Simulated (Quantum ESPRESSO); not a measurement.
## CuO under changes of volume

One of the cells (9.643 Å³/atom); the others are scaled copies at fixed shape and fractional positions:

```xyz
2
Lattice="2.8363 0.0000 0.0000 -1.4182 2.4563 0.0000 0.0000 0.0000 2.7681" Properties=species:S:1:pos:R:3 pbc="T T T"
Cu    0.0000    0.0000    0.0000
O     1.4182    0.8188    1.3841
```

Measurements of this composition are mostly on another form, of space group No. 15.

```yaml
Program: Quantum ESPRESSO 7.5
Functional: PBEsol
Potentials_or_basis: GBRV 1.5 PBEsol
Cutoff: 762 eV
Density_cutoff: 6095 eV
k_mesh: 11 × 11 × 10
Occupations: fermi-dirac, width 0.05 eV
Spin: no spin polarisation
```

```csv
volume (Å³/atom),energy over the lowest point (meV/atom),pressure (GPa)
9.064,0.64,2.3
9.257,0.00,-1.9
9.450,4.16,-5.7
9.643,12.57,-9.0
9.836,24.73,-11.9
10.028,40.23,-14.6
10.221,?,?
```

Task: What does the run at 10.221 Å³/atom give?

Result: Energy over the lowest point 58.65 meV/atom; pressure -16.8 GPa.

Worked out: A Birch-Murnaghan fit of order 3 (a polynomial in V^(-2/3)) to the other rows has its minimum at 9.18 Å³/atom with B0 = V·E''(V) = 197 GPa and B' = 4.5 at fixed shape and positions, which overstates the stiffness. It gives 58.79 meV/atom at 10.221 Å³/atom, against the run's 58.65, and -dE/dV = -16.6 GPa, against -16.8.

Energies are extrapolated to zero smearing.

Caveats: an odd number of electrons without spin polarisation forces a metal; a magnetic or distorted state may lie lower; the run has no spin polarisation, though such a crystal can be magnetic.
